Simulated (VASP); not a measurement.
# Si2W: phonons with PBE

Si2W:

```xyz
9
Lattice="4.6169 0.0000 0.0000 -2.3084 3.9983 0.0000 0.0000 0.0000 6.6532" Properties=species:S:1:pos:R:3 pbc="T T T"
W     2.3084    0.0000    3.3266
W     1.1542    1.9992    5.5444
W    -1.1542    1.9992    1.1089
Si    1.1332    0.6542    1.1089
Si    3.4837    0.6542    5.5444
Si    0.0000    1.3085    3.3266
Si    1.1753    3.3441    1.1089
Si   -1.1753    3.3441    5.5444
Si    2.3084    2.6899    3.3266
```

Measurements of this composition are mostly on another form, of space group No. 139.

- Program: VASP 6.6.1
- Task: phonons
- Functional: PBE
- Potentials or basis: VASP PAW PBE potentials, release 64 (W_sv, Si)
- Cutoff: 600 eV
- k mesh: 5 × 5 × 3
- Occupations: gaussian, width 0.02 eV
- Spin: no spin polarisation
- Further INCAR settings: ALGO = Fast; EDIFF = 1e-08; IBRION = 8; NSW = 1

The relaxed volume is 13.62 Å³/atom, the relaxed cell is a = 4.616 Å, b = 4.616 Å, c = 6.643 Å, α = 90.00°, β = 90.00°, γ = 120.00° and the space group after relaxing (to 0.05 Å) is P6_222 (No. 180). The highest phonon frequency at Γ, LO-TO splitting left out is 408 cm⁻¹.

The path:
| step | energy change (eV) | largest force (eV/Å) | pressure (GPa) | volume (Å³) |
| --- | --- | --- | --- | --- |
| 1 | 0.0000 | 0.0129 | -0.46 | 122.82 |
| 2 | 0.0006 | 0.0038 | 0.82 | 122.13 |
| 3 | -0.0005 | 0.0062 | 0.05 | 122.54 |
| 4 | -0.0005 | 0.0063 | 0.04 | 122.54 |
| 5 | -0.0005 | 0.0005 | 0.00 | 122.57 |

Final structure:
```
W Si
1.0
     4.61599    0.00000    0.00000
    -2.30799    3.99756    0.00000
     0.00000    0.00000    6.64256
W Si
3 6
Direct
  0.50000 0.00000 0.50000
  0.50000 0.50000 0.83333
  0.00000 0.50000 0.16667
  0.32739 0.16369 0.16667
  0.83631 0.16369 0.83333
  0.16369 0.32739 0.50000
  0.67261 0.83631 0.16667
  0.16369 0.83631 0.83333
  0.83631 0.67261 0.50000
```

Phonon frequencies in cm⁻¹ (negative: imaginary):
```tsv
q point	frequencies
(0.000, 0.000, 0.000)	0 0 0 150 152 153 153 188 188 219 219 238 261 272 272 281 338 338 344 344 360 367 390 390 403 408 408
```

It took 28 min on 1 thread of AMD EPYC 9R45 96-Core Processor (Zen 5), with other jobs on the host, peak memory 0.62 GiB.

Spin-orbit coupling is left out, which matters for the levels of W.
